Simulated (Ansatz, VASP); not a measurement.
# PbSe: VASP beside Ansatz

The input INCAR:

```
ALGO = Normal
EDIFF = 1E-6
ENCUT = 520
GGA = PE
ISIF = 2
ISMEAR = -1
LASPH = True
LCHARG = False
LREAL = False
LWAVE = False
NBANDS = 17
NELM = 80
PREC = Accurate
SIGMA = 0.01
```

The input KPOINTS:

```
k-points
0
Gamma
  9 9 9
```

POSCAR

```
PbSe
1.0
    0.0000000000      3.1540145000      3.0621500000
    3.1540145000      0.0000000000      3.0621500000
    3.1540145000      3.1540145000      0.0000000000
Pb Se
1 1
Direct
    0.0000000000      0.0000000000      0.0000000000
    0.5000000000      0.5000000000      0.5000000000
```

Input for Ansatz:

```yaml
crystal:
  lattice:
    - [0.0, 3.1540145, 3.06215]
    - [3.1540145, 0.0, 3.06215]
    - [3.1540145, 3.1540145, 0.0]
  atoms:
    - { symbol: Pb, position: [0.0, 0.0, 0.0] }
    - { symbol: Se, position: [0.5, 0.5, 0.5] }
kpoints:
  mp_grid: { grid: [9, 9, 9] }
  band_path:
    path:
      - [0.0, 0.0, 0.0]
      - [0.0, 0.5, 0.5]
      - [0.25, 0.75, 0.5]
      - [0.0, 0.5, 0.0]
      - [0.0, 0.0, 0.0]
      - [0.5, 0.5, 0.0]
      - [0.3826125, 0.6173875, 0.0]
      - [-0.3826125, 0.3826125, 0.0]
      - [0.0, 0.0, 0.0]
    npoints: 5
scf:
  occupations: { method: fermi_dirac, width: 0.01 }
hamiltonian:
  xc: pbe
  pseudopotentials: { kind: all_electron, lapw: { basis_error: 0.00025 } }
output:
  forces: true
  stress: true
  eigenvalues: true
```

Change from the starting cell: equal xx and yy strain of +3 %.

Alike in both runs: task single point; functional PBE; k mesh 9 × 9 × 9; occupations fermi-dirac, width 0.01 eV; no spin polarisation.

|  | VASP | Ansatz |
| --- | --- | --- |
| version | VASP 6.6.1 | Ansatz 0.2.0 |
| potentials or method | VASP PAW PBE potentials, release 64 (Pb_d, Se) | all-electron LAPW, scalar-relativistic |
| plane-wave cutoff (eV) | 520 | see its input |

|  | VASP | Ansatz | Ansatz less VASP |
| --- | --- | --- | --- |
| gap on the k mesh at the Fermi level (eV) | 0.76 | 0.76 | -0.003 |
| pressure (GPa) | -0.5 | -0.5 | +0.03 |
| largest component of the traceless stress (GPa) | 2.02 | 2.01 | -0.006 |

Ansatz ran all-electron here, so the differences hold the error of VASP's frozen core and of both bases.

Caveats: spin-orbit coupling is left out, which as a rule narrows the gap of such compounds by several tenths of an eV; an odd mesh through Γ misses points on the zone boundary, where band edges often lie.
